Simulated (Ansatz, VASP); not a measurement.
# Ti2CS in two plane-wave programs, part 3 of 3

Aim: how closely do two programs agree when they are given the same cell, functional and k mesh? The structure shown comes from an earlier Ansatz run, which isn't shown and may have moved the atoms alone.

VASP 6.6.1 and Ansatz 0.2.0.

So far: The starting structure; Ansatz: elastic constants, PBEsol; VASP: elastic constants, PBEsol.

### Step 4. Side by side

Known differences besides the potentials themselves: the cutoff is 420 eV in Ansatz and 600 eV in VASP; Ansatz makes its cores anew for this functional, VASP keeps those of its PBE data sets; VASP takes each elastic constant from one size of strain, Ansatz from those that its log lists. Total energies have different zeros and are not compared.

Both answers:

| quantity | Ansatz | VASP | difference |
| --- | --- | --- | --- |
| C11 (GPa) | 364.8 | 363.9 | +0.25 % |
| C22 (GPa) | 364.8 | 363.9 | +0.25 % |
| C33 (GPa) | 383.2 | 382.1 | +0.29 % |
| C12 (GPa) | 99.1 | 98.8 | +0.33 % |
| C13 (GPa) | 114.0 | 113.8 | +0.17 % |
| C23 (GPa) | 114.0 | 113.8 | +0.17 % |
| C44 (GPa) | 181.6 | 181.9 | -0.17 % |
| C55 (GPa) | 181.6 | 181.9 | -0.17 % |
| C66 (GPa) | 132.8 | 132.5 | +0.22 % |

### Step 5. Outcome

```yaml
difference_in_c12_elastic_constants_pbesol: 0.33 %
```

What this shows: The difference in C12 is 0.33 % (elastic constants, PBEsol), within the 5 % picked in this series as the mark of a large difference. Such differences can come from data sets, numerical settings and the points named under the comparisons, not from the functional's error against experiment.

[Lines on the potential files, build, host, timing and source positions are cut from VASP's logs without a mark.]

[Logs are printed without paths, hosts, clocks, repeated set-up lines and the standing remarks that a program may print on its own settings, such as how far it seeks lower states.]

[Hosts, paths, dates, database ids (printed as entryN), source tags and the programs' standing remarks are cut or masked in the printed files.]
